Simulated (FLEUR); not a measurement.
A run of FLEUR MaX-R8.1 (later development tree) is set up as follows.

The input inp.xml:

```xml
<?xml version="1.0" encoding="UTF-8" standalone="no"?>
<fleurInput fleurInputVersion="0.39">
   <comment>
      Si2Mo                                                                                               
   </comment>
   <calculationSetup>
      <cutoffs Kmax="4.41" Gmax="13.7" GmaxXC="13.7" numbands="0"/>
      <scfLoop itmax="60" minDistance="0.00001" maxIterBroyd="15" imix="Anderson" alpha="0.05" precondParam="0.0" spinf="2.0" sdNocoIR="T"/>
      <coreElectrons ctail="T" frcor="F" kcrel="0" coretail_lmax="0"/>
      <xcFunctional name="PBEs" relativisticCorrections="F"/>
      <magnetism jspins="1"/>
      <soc l_soc="F" theta="0.0" phi="0.0" spav="F"/>
      <expertModes spex="0" secvar="F"/>
      <geometryOptimization l_f="T" forcealpha="1.0" forcemix="BFGS" epsdisp="0.0005" epsforce="0.0002"/>
      <ldaU l_linMix="F" mixParam="0.05" spinf="1.0"/>
   </calculationSetup>
   <cell>
      <bzIntegration valenceElectrons="38.0" mode="hist" fermiSmearingEnergy="0.00183747">
         <kPointListSelection listName="default-1"/>
         <!-- k-points included here -->
         <xi:include xmlns:xi="http://www.w3.org/2001/XInclude" href="kpts.xml"> </xi:include>
      </bzIntegration>
      <!-- symmetry operations included here -->
      <xi:include xmlns:xi="http://www.w3.org/2001/XInclude" href="sym.xml"> </xi:include>
      <bulkLattice scale="1.0">
         <bravaisMatrix>
            <row-1>   -3.0235617993599999     3.0235617993599999     7.4275685327402989</row-1>
            <row-2>    3.0235617993599999    -3.0235617993599999     7.4275685327402989</row-2>
            <row-3>    3.0235617993599999     3.0235617993599999    -7.4275685327402989</row-3>
         </bravaisMatrix>
      </bulkLattice>
   </cell>
   <atomSpecies>
      <species name="Molybdenum (Mo)" element="Mo" atomicNumber="42">
         <mtSphere radius="2.22" gridPoints="757" logIncrement="0.017"/>
         <atomicCutoffs lmax="9" lnonsphr="9"/>
         <electronConfig flipSpins="F">
            <coreConfig>(1s1/2) (2s1/2) (2p1/2) (2p3/2) (3s1/2) (3p1/2) (3p3/2) (3d3/2) (3d5/2)</coreConfig>
            <valenceConfig>(4s1/2) (4p1/2) (4p3/2) (5s1/2) (4d3/2) (4d5/2)</valenceConfig>
            <stateOccupation state="(5s1/2)" spinUp="0.500000" spinDown="0.500000"/>
            <stateOccupation state="(4d3/2)" spinUp="1.000000" spinDown="1.000000"/>
            <stateOccupation state="(4d5/2)" spinUp="1.500000" spinDown="1.500000"/>
         </electronConfig>
         <energyParameters s="5" p="5" d="4" f="4"/>
         <lo type="SCLO" l="0" n="4" eDeriv="0"/>
         <lo type="SCLO" l="1" n="4" eDeriv="0"/>
         <lo type="SCLO" l="1" n="4" eDeriv="1"/>
         <lo type="SCLO" l="2" n="4" eDeriv="2"/>
         <lo type="SCLO" l="3" n="4" eDeriv="2"/>
      </species>
      <species name="Silicon (Si)" element="Si" atomicNumber="14">
         <mtSphere radius="2.22" gridPoints="757" logIncrement="0.015"/>
         <atomicCutoffs lmax="9" lnonsphr="9"/>
         <electronConfig flipSpins="F">
            <coreConfig>(1s1/2)</coreConfig>
            <valenceConfig>(2s1/2) (2p1/2) (2p3/2) (3s1/2) (3p1/2) (3p3/2)</valenceConfig>
            <stateOccupation state="(3p1/2)" spinUp="0.333333" spinDown="0.333333"/>
            <stateOccupation state="(3p3/2)" spinUp="0.666667" spinDown="0.666667"/>
         </electronConfig>
         <energyParameters s="3" p="3" d="3" f="4"/>
         <lo type="SCLO" l="0" n="2" eDeriv="0"/>
         <lo type="SCLO" l="1" n="2" eDeriv="0"/>
         <lo type="SCLO" l="2" n="3" eDeriv="2"/>
         <lo type="SCLO" l="3" n="4" eDeriv="2"/>
      </species>
   </atomSpecies>
   <atomGroups>
      <atomGroup species="Molybdenum (Mo)">
         <relPos label="                   1">.0000000000 .0000000000 .0000000000</relPos>
         <force calculate="T" relaxXYZ="TTT"/>
      </atomGroup>
      <atomGroup species="Silicon (Si)">
         <relPos label="                   2">-.3330000000 -.3330000000 .0000000000</relPos>
         <relPos label="                   3">.3330000000 .3330000000 .0000000000</relPos>
         <force calculate="T" relaxXYZ="TTT"/>
      </atomGroup>
   </atomGroups>
   <output dos="F" band="F" slice="F">
      <checks vchk="F" cdinf="F"/>
      <bandDOS minEnergy="-.5*Htr" maxEnergy="0.5*Htr" sigma="0.015" storeEVData="T"/>
      <vacuumDOS vacdos="F" integ="F" star="F" nstars="0" locx1="0.0" locy1="0.0" locx2="0.0" locy2="0.0" nstm="0" tworkf="0.0"/>
      <unfoldingBand unfoldBand="F" supercellX="1" supercellY="1" supercellZ="1"/>
      <plotting iplot="0" polar="F">
         <plot TwoD="T" vec1="  1.0  0.0  0.0" vec2="  0.0  1.0  0.0" vec3="  0.0  0.0  1.0" zero="  0.0  0.0  0.0" file="plot"/>
      </plotting>
      <chargeDensitySlicing numkpt="0" minEigenval="0.0" maxEigenval="0.0" nnne="0" pallst="F"/>
      <specialOutput eonly="F"/>
      <moessbauerParams electricFieldGradient="T" isomerShift="T" coreHyperfine="T" valenceHyperfine="T"/>
      <magneticCircularDichroism mcd="F" energyLo="-10.0" energyUp="0.0"/>
   </output>
  <!-- We include the file relax.xml here to enable relaxations (see documentation) -->
  <xi:include xmlns:xi="http://www.w3.org/2001/XInclude" href="relax.xml"> <xi:fallback/> </xi:include>
</fleurInput>
```

Contents of crystal.txt:

```
Si2Mo
&input cartesian=F /
-1.6000000000  1.6000000000  3.9305000000
1.6000000000  -1.6000000000  3.9305000000
1.6000000000  1.6000000000  -3.9305000000
1.8897261246
1.0 1.0 1.0

3
42 0.0000000000  0.0000000000  0.0000000000
14 0.6670000000  0.6670000000  0.0000000000
14 0.3330000000  0.3330000000  0.0000000000

&kpt div1=12 div2=12 div3=12 gamma=T /
```

Potentials or basis: all-electron, FLAPW.

The run is started by

```bash
$ inpgen -f crystal.txt -profile fastHighL
$ # inp.xml edited to the form shown
$ fleur_MPI
```

Task: What does it give for the largest force?

Result: 0.323 eV/Å.

Task: What does it give for the band gap on the k mesh?

Result: None (metal or under the smearing width).

Core levels (eV from the Fermi level):
```
atom                                                                                                                             levels
1 Mo  1s1/2 -19797.2, 2s1/2 -2792.8, 2p1/2 -2569.3, 2p3/2 -2462.9, 3s1/2 -472.2, 3p1/2 -387.2, 3p3/2 -369.7, 3d3/2 -219.3, 3d5/2 -216.0
2 Si                                                                                                                      1s1/2 -1777.1
3 Si                                                                                                                      1s1/2 -1777.1
```
